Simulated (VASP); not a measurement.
A run of VASP 6.6.1:

The input POSCAR:

```
Te
1.0
    5.2232600000      0.0000000000      0.0000000000
    0.0000000000      5.2232600000      0.0000000000
    0.0000000000      0.0000000000      5.2232600000
Te
4
Direct
    0.8750000000      0.1250000000      0.6250000000
    0.3750000000      0.3750000000      0.3750000000
    0.1250000000      0.6250000000      0.8750000000
    0.6250000000      0.8750000000      0.1250000000
```

Contents of INCAR.step1:

```
SYSTEM = Te
  ALGO = Normal
  EDIFF = 1E-5
  ENCUT = 520
  GGA = PE
  ISIF = 2
  ISMEAR = -1
  LASPH = .True.
  LCHARG = .False.
  LREAL = .False.
  LWAVE = .True.
  NELM = 80
  PREC = Accurate
  SIGMA = 0.05
```

INCAR.step2

```
SYSTEM = Te
  AEXX = 0.15
  ALGO = Normal
  EDIFF = 1E-6
  ENCUT = 520
  GGA = PE
  HFSCREEN = 0.2
  ISIF = 2
  ISMEAR = -1
  ISTART = 1
  LASPH = .True.
  LCHARG = .False.
  LHFCALC = .True.
  LREAL = .False.
  LWAVE = .False.
  NELM = 80
  PREC = Accurate
  PRECFOCK = Fast
  SIGMA = 0.05
```

Contents of KPOINTS:

```
k-points
0
Gamma
  3 3 3
  0 0 0
```

Potentials or basis: VASP PAW PBE potentials, release 64 (Te).

The run is started by

```bash
$ cat potpaw_PBE.64/Te/POTCAR > POTCAR
$ cp INCAR.step1 INCAR
$ mpirun -np 1 vasp_std > vasp.out
$ cp INCAR.step2 INCAR
$ mpirun -np 1 vasp_std > vasp.out
```

Hardware: 1 thread of Intel(R) Xeon(R) 6975P-C (Granite Rapids) (shared host).

Estimate the wall time of this run.

Wall time 99 s on 1 thread of Intel(R) Xeon(R) 6975P-C (Granite Rapids), on a shared host, peak memory 0.33 GiB. Counts: scf iterations 11, k points 4.
